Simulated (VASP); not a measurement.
## Al16Ni16H: relaxation of the atoms with RPBE

Slab: Al16Ni16H, a slab with vacuum.

```
Al Ni H
1.0
     5.83175    0.00000    0.00000
     0.00000    8.24734    0.00000
     0.00000    0.00000   25.18550
Al Ni H
16 16 1
Direct
  0.00000 0.25000 0.33750
  0.00000 0.75000 0.33750
  0.50000 0.25000 0.33750
  0.50000 0.75000 0.33750
  0.00000 0.50000 0.41936
  0.00000 0.00000 0.41936
  0.50000 0.50000 0.41936
  0.50000 0.00000 0.41936
  0.00000 0.75000 0.50123
  0.00000 0.25000 0.50123
  0.50000 0.75000 0.50123
  0.50000 0.25000 0.50123
  0.00000 0.00000 0.58309
  0.00000 0.50000 0.58309
  0.50000 0.00000 0.58309
  0.50000 0.50000 0.58309
  0.25000 0.50000 0.33750
  0.25000 0.00000 0.33750
  0.75000 0.50000 0.33750
  0.75000 0.00000 0.33750
  0.25000 0.75000 0.41936
  0.25000 0.25000 0.41936
  0.75000 0.75000 0.41936
  0.75000 0.25000 0.41936
  0.25000 0.00000 0.50123
  0.25000 0.50000 0.50123
  0.75000 0.00000 0.50123
  0.75000 0.50000 0.50123
  0.25000 0.25000 0.58309
  0.25000 0.75000 0.58309
  0.75000 0.25000 0.58309
  0.75000 0.75000 0.58309
  0.00000 0.16667 0.60930
```

```json
{
  "Program": "VASP 6.6.1",
  "Task": "relaxation of the atoms",
  "Functional": "RPBE",
  "Potentials or basis": "VASP PAW PBE potentials, release 64 (Al, Ni, H)",
  "Cutoff": "450 eV",
  "k mesh": "5 × 4 × 1",
  "Occupations": "methfessel-paxton, width 0.1 eV",
  "Spin": "no spin polarisation",
  "Dipole correction": "yes",
  "Atoms held fixed (from 0)": "[0, 1, 2, 3, 4, 5, 6, 7, 16, 17, 18, 19, 20, 21, 22, 23]",
  "Further INCAR settings": "PREC = Normal; LREAL = Auto; ALGO = Normal; EDIFF = 1e-06; IBRION = 2; EDIFFG = -0.03; NSW = 90"
}
```

```
Energy gained by relaxing : 17.6 meV/atom
Ionic steps               : 14
Band gap on the k mesh    : none (metal or under the smearing width)
```

Step by step:
| step | energy change (eV) | largest force (eV/Å) | pressure (GPa) |
| --- | --- | --- | --- |
| 1 | 0.0000 | 2.8573 | -1.28 |
| 2 | -0.4088 | 0.5631 | -1.35 |
| 3 | -0.4145 | 0.8868 | -1.35 |
| 4 | -0.4155 | 0.7633 | -1.35 |
| 5 | -0.4910 | 0.5666 | -1.39 |
| 6 | -0.5416 | 0.5662 | -1.38 |
| 7 | -0.5420 | 0.5657 | -1.37 |
| 8 | -0.5623 | 0.5629 | -1.40 |
| 9 | -0.5730 | 0.5580 | -1.41 |
| 10 | -0.5734 | 0.5592 | -1.41 |
| 11 | -0.5791 | 0.5562 | -1.40 |
| 12 | -0.5811 | 0.5540 | -1.39 |
| 13 | -0.5811 | 0.5535 | -1.39 |
| 14 | -0.5824 | 0.5534 | -1.40 |

Final structure:
```cif
data_structure
_symmetry_space_group_name_H-M 'P 1'
_symmetry_Int_Tables_number 1
_cell_length_a 5.8317
_cell_length_b 8.2473
_cell_length_c 25.1855
_cell_angle_alpha 90.000
_cell_angle_beta 90.000
_cell_angle_gamma 90.000
_cell_volume 1211.33
loop_
_atom_site_label
_atom_site_type_symbol
_atom_site_fract_x
_atom_site_fract_y
_atom_site_fract_z
_atom_site_occupancy
Al1 Al 0.00000 0.25000 0.33750 1
Al2 Al 0.00000 0.75000 0.33750 1
Al3 Al 0.50000 0.25000 0.33750 1
Al4 Al 0.50000 0.75000 0.33750 1
Al5 Al 0.00000 0.50000 0.41936 1
Al6 Al 0.00000 0.00000 0.41936 1
Al7 Al 0.50000 0.50000 0.41936 1
Al8 Al 0.50000 0.00000 0.41936 1
Al9 Al 0.00000 0.74795 0.50112 1
Al10 Al 0.00000 0.24893 0.49987 1
Al11 Al 0.50000 0.74843 0.50089 1
Al12 Al 0.50000 0.24812 0.50289 1
Al13 Al 0.00000 0.98797 0.58405 1
Al14 Al 0.00000 0.50530 0.58447 1
Al15 Al 0.50000 0.99898 0.58479 1
Al16 Al 0.50000 0.49496 0.58588 1
Ni1 Ni 0.25000 0.50000 0.33750 1
Ni2 Ni 0.25000 0.00000 0.33750 1
Ni3 Ni 0.75000 0.50000 0.33750 1
Ni4 Ni 0.75000 0.00000 0.33750 1
Ni5 Ni 0.25000 0.75000 0.41936 1
Ni6 Ni 0.25000 0.25000 0.41936 1
Ni7 Ni 0.75000 0.75000 0.41936 1
Ni8 Ni 0.75000 0.25000 0.41936 1
Ni9 Ni 0.24904 0.99928 0.50026 1
Ni10 Ni 0.25027 0.49697 0.50070 1
Ni11 Ni 0.75096 0.99928 0.50026 1
Ni12 Ni 0.74973 0.49697 0.50070 1
Ni13 Ni 0.23579 0.24775 0.58053 1
Ni14 Ni 0.25498 0.74719 0.57887 1
Ni15 Ni 0.76421 0.24775 0.58053 1
Ni16 Ni 0.74502 0.74719 0.57887 1
H1 H 0.00000 0.20184 0.61831 1
```

Levels at points of the mesh, in eV from the Fermi level:
```
           k point  band 102  band 103  band 104  band 105  band 106  band 107
(0.00, 0.00, 0.00)     -0.56     -0.49     -0.41     -0.32     -0.02      0.05
(0.00, 0.50, 0.00)     -0.41     -0.29     -0.28     -0.21     -0.14      0.04
```

Run time: 49 min on 8 MPI ranks on Intel(R) Xeon(R) Platinum 8488C (Sapphire Rapids), with other jobs on the host, peak memory 0.62 GiB a rank.

Caveat: the PAW data sets were made with another functional, which shifts forces and pressure a little. Spin polarisation is off, so any magnetic state and its effect on volume and gap are missing.
